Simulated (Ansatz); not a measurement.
All numbers below come from DFT PBE, scalar-relativistic, plane waves, PAW (Ansatz). Settings: cutoff 420 eV, Γ-centred meshes spaced at most about 0.3 Å⁻¹, and about 0.25 Å⁻¹ or finer for metals (2π included), Gaussian smearing. No spin polarisation.

Each guess is relaxed in cell and atoms at zero pressure, on a coarse mesh first where it starts far from rest and then on a converged one. The steps can't lower the symmetry of the start, but it can rise. Energies are static (0 K, no zero-point motion).

This guess for PtSe2 isn't its lowest structure:

Space group P-6m2 (No. 187). a = 5.011 Å, b = 5.011 Å, c = 6.814 Å, α = 90.00°, β = 90.00°, γ = 120.00°
```
atom  site  symmetry       x       y       z
  Pt    2g       3m.  0.0000  0.0000  0.1823
  Se    3k       mm2  0.4773  0.5227  0.5000
  Se    1c      -6m2  0.3333  0.6667  0.0000
```

Question: Where does the relaxation end?

Answer: P-6m2 at 24.7 Å³/atom → P-6m2 at 22.1 Å³/atom. Conventional cell: a = 5.359 Å, c = 5.333 Å. Around Pt lie 2 Pt at 2.65–2.68 Å, 6 Se at 2.99 Å and 3 Se at 3.37 Å; Se on a site of symmetry mm2 is surrounded by 4 Se at 2.64–2.72 Å, 4 Pt at 2.99 Å and 2 Se at 3.09 Å; Se on a site of symmetry -6m2 has 6 Se at 3.09 Å and 6 Pt at 3.37 Å.

```
Pt Se
1.0
     5.35886    0.00000    0.00000
    -2.67943    4.64091    0.00000
     0.00000    0.00000    5.33326
Pt Se
2 4
Cartesian
  0.0000 0.0000 1.3419
  0.0000 0.0000 3.9914
  1.3589 2.3094 2.6666
  2.6794 0.0221 2.6666
  4.0000 2.3094 2.6666
  0.0000 3.0939 0.0000
```

Question: Compare it with the lowest PtSe2 structure at this level.

Answer: It lies 1.25 eV/atom above the lowest of the 10 forms computed, a structure that the Crystallography Open Database (COD) lists, of the cadmium iodide type. Space group P-3m1 (No. 164), trigonal, a = 3.752 Å, c = 6.499 Å. Pt has 6 Se at 2.53 Å; Se has 3 Pt at 2.53 Å. That form has 26.4 Å³/atom and a gap of 0.88 eV on its mesh; the guess's end has none. Counting Se atoms around Pt (those within 1.25 times the shortest such distance or 1.15 times the sum of covalent radii, 1.27 where that leaves under three; a plus sign parts nearer from farther groups), the guess's end has Pt 6+3 and the lowest form has Pt 6.

No dispersion correction is applied, so the spacing and binding between layers, chains or molecules are poorly described (P-3m1), and this can change margins and order among such cells. These runs have no spin–orbit coupling, which can matter for Pt. Kohn–Sham gaps at this level usually fall short of measured ones. Some candidate types were left out of the draw beforehand, so a known form may be missing.

The relaxation keeps the guess in a poorly bonded, metallic arrangement far above the layered form. Its Pt–Se contacts, 2.99 Å at the shortest against 2.53 Å in the lowest structure, are too long for full bonds, and the Se–Se contacts are also stretched. Short Pt–Pt contacts evidently don't make up for the lost Pt–Se covalency. In the cadmium iodide type, octahedral Pt(IV) has a low-spin d⁶ configuration, with the t2g-derived states filled and the Pt–Se antibonding eg states empty, which favours this coordination. The energy difference is far too large to hinge on interlayer attraction.

The 0.88 eV gap, however, disagrees with the known semimetallic character of bulk PtSe2. The likely cause is the overlong c axis: with the layers too far apart, the interlayer Se p overlap that closes the gap in the real crystal is largely lost, leaving a result closer to the semiconducting monolayer. The same expansion inflates the layered form's volume, so the guess's apparently denser packing is no evidence for a high-pressure phase.
